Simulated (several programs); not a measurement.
Many methods on one cell: CsI (Pm-3m)

CsI (started from an entry of an open crystallographic database), relaxed with r2SCAN in Ansatz, was computed with several methods. It is cubic, Pm-3m (No. 221); conventional cell a = 4.608 Å, 48.93 Å³ an atom. Around Cs lie 8 I at 3.99 Å; around I lie 8 Cs at 3.99 Å. Calculated for a static, non-magnetic cell.

```cif
data_structure
_symmetry_space_group_name_H-M 'Pm-3m'
_symmetry_Int_Tables_number 221
_cell_length_a 4.6081
_cell_length_b 4.6081
_cell_length_c 4.6081
_cell_angle_alpha 90.000
_cell_angle_beta 90.000
_cell_angle_gamma 90.000
_cell_volume 97.85
loop_
_atom_site_label
_atom_site_type_symbol
_atom_site_symmetry_multiplicity
_atom_site_Wyckoff_symbol
_atom_site_fract_x
_atom_site_fract_y
_atom_site_fract_z
_atom_site_occupancy
Cs1 Cs 1 a 0.00000 0.00000 0.00000 1
I1 I 1 b 0.50000 0.50000 0.50000 1
```

Gaps and times are for a single point on this cell; volume and bulk modulus come from each method's own relaxation or energy curve at fixed shape. Times are rough, from shared hosts (Arm Neoverse V1; Arm Neoverse V2), and each method has its own mesh and cell size. A dagger marks a closed or tiny gap in a crystal that DFT finds insulating: a failure of the method or a wrong SCF state. PM6 (MOPAC), PM7 (MOPAC), GFN1-xTB (tblite), GFN2-xTB (tblite) treat a cluster of cells at its zone centre, which samples few k points: where these miss a band edge, the gap comes out too large for that reason alone. Gaps from k meshes are read at a limited set of points (mesh, symmetry points, PBE's band edges), so each method's own least gap may be somewhat smaller. Force fields have no electrons; where one was fitted to this phase, its volume and modulus reflect the fit. xTB and the PM methods were fitted mostly to molecules, and can miss a solid's gap by electronvolts. Minimal bases can be far off for gaps. Times of the plane-wave rungs are withheld (a dash), since they come from other jobs, hosts and meshes; the meshes of hybrids and Hartree-Fock don't converge their gaps to the digits shown. GLLB-SC's gap includes the derivative discontinuity. G0W0 is at finite bands, cutoff and mesh. d marks a direct gap, i an indirect one (no mark: not told apart), a dash a value that wasn't computed or didn't pass its checks.

| method | kind | gap (eV) | own volume (Å³/atom) | bulk modulus (GPa) | atoms computed | processor time |
| --- | --- | --- | --- | --- | --- | --- |
| PBEsol | semilocal | – | 45.77 | – | 2 | – |
| ffield.eim (LAMMPS) | force field | – | – | – | 2 | 0.14 s |
| PM7 (MOPAC) | semi-empirical | 7.46 | – | – | cluster | 0.63 s |
| PM6 (MOPAC) | semi-empirical | 7.67 | – | – | cluster | 0.69 s |
| light PBE (260 eV, its own mesh) | light plane-wave | 3.73 i | – | – | 2 | 0.91 s |
| GFN1-xTB (tblite) | tight binding | 0.17† | – | – | cluster | 1.1 s |
| GFN2-xTB (tblite) | tight binding | 7.28 | – | – | cluster | 1.4 s |
| LDA | semilocal | 3.44 i | 42.66 | – | 2 | – |
| PBE | semilocal | 3.80 i | 50.79 | 10 | 2 | – |
| PBE/SZV (CP2K) | small basis | 3.37 i | – | – | 2 | 5.2 s |
| r2SCAN | semilocal | 4.52 i | 48.93 | 12 | 2 | – |
| GLLB-SC (GPAW) | model potential | 7.00 | – | – | 2 | 9.2 s |
| PBE/DZVP (CP2K) | small basis | 3.77 i | 51.16 | 10 | 2 | 10 s |
| G0W0@r2SCAN (180 eV screening cutoff) | many-body | 6.12 | – | – | 2 | – |
| PBE+SOC | semilocal | 3.56 d | – | – | 2 | – |
| G0W0@PBE (260 eV screening cutoff) | many-body | 5.79 | – | – | 2 | – |
| G0W0@PBE0 (180 eV screening cutoff) | many-body | 6.45 | – | – | 2 | – |
| G0W0@HSE06 (180 eV screening cutoff) | many-body | 6.23 | – | – | 2 | – |
| PBE/single zeta (GPAW) | small basis | 3.77 i | – | – | 2 | 43 s |
| PBE0 | hybrid | 5.48 i | – | – | 2 | – |
| HSE06 | hybrid | 4.79 i | 49.85 | – | 2 | – |
| Hartree-Fock | exact exchange | 10.84 i | – | – | 2 | – |
| DDH-PBE0 | hybrid | 5.85 i | – | – | 2 | – |
| r2SCAN0 | hybrid | 5.87 i | – | – | 2 | – |
| G0W0@LDA (140 eV screening cutoff) | many-body | 5.57 | – | – | 2 | – |
| HSE06+SOC | hybrid | 4.54 d | – | – | 2 | – |

Against HSE06 (4.79 eV) and with closed or daggered gaps left aside, the nearest gap at the points sampled is that of HSE06+SOC (-0.26 eV) and the farthest that of Hartree-Fock (+6.05 eV). HSE06 is only a yardstick of convenience: for gaps this wide it usually falls short of measured ones, so a larger value can be the better one.

Volumes against r2SCAN's: PBEsol -6.4 %, LDA -12.8 %, PBE +3.8 %, PBE/DZVP (CP2K) +4.6 %, HSE06 +1.9 %.

Only the rows marked +SOC include spin-orbit coupling.
